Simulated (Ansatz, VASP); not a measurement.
# One calculation of HgTe, two programs

```
CELL_PARAMETERS angstrom
0.00000 2.90189 2.90189
2.90189 0.00000 2.90189
2.90189 2.90189 0.00000
ATOMIC_POSITIONS crystal
Hg 0.00000 0.00000 0.00000
Te 0.50000 0.50000 0.50000
```

Change from the starting cell: volume scaled by 0.98, PAW files.

Alike in both runs: task electric field gradients; functional PBE; k mesh 12 × 12 × 12; occupations fermi-dirac, width 0.08 eV; no spin polarisation.

|  | VASP | Ansatz |
| --- | --- | --- |
| version | VASP 6.6.1 | Ansatz 0.2.0 |
| potentials or method | VASP PAW PBE potentials, release 64 (Hg, Te) | PAW with Ansatz's default frozen-core files, scalar-relativistic |
| plane-wave cutoff (eV) | 520 | 420 |
| valence electrons in the cell | 18 | 36 |

Ansatz gave:

| Property | Result |
| --- | --- |
| pressure (GPa) | 12.5 |
| Vzz of the field gradient on the site that differs most (V/Å²) | 0.0 |

Question: Which values does VASP return?

Answer: Pressure (GPa): 12.8; Vzz of the field gradient on the site that differs most (V/Å²): 0.0.

With one functional, cell and mesh, what is left measures potentials, basis and numerics. The two sets of potentials don't hold the same shells in valence. Ansatz warned: «gradients_without_spin_orbit».

Spin-orbit coupling is left out, which matters for the levels of Hg, Te.
